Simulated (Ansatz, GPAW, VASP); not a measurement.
One calculation of Sn, 3 ways

```
Sn
1.0
     0.00000    3.23334    3.23334
     3.23334    0.00000    3.23334
     3.23334    3.23334    0.00000
Sn
2
Direct
  0.75000 0.75000 0.75000
  0.50000 0.50000 0.50000
```

This isn't the form of Sn at room conditions, which is tetragonal (white tin).

Alike in all runs: task single point; functional PBE; k mesh 7 × 7 × 7; occupations gaussian, width 0.013 eV; no spin polarisation; no spin-orbit coupling. Pressure is positive in compression and, in plane waves, holds the error of the finite cutoff.

```csv
program and potentials,plane-wave cutoff (eV),notes,pressure (GPa)
"VASP, PBE PAW files Sn_d, 520 eV",520,-,?
"Ansatz, all-electron LAPW, scalar-relativistic",-,-,3.83
"GPAW, GPAW PAW data sets (gpaw-data 1.2.1)",600,-,3.54
```

Estimate from the other rows what the run with VASP, PBE PAW files Sn_d, 520 eV gave.

Pressure 3.77 GPa. The other rows, which needn't bracket it: pressure 3.54 to 3.83.
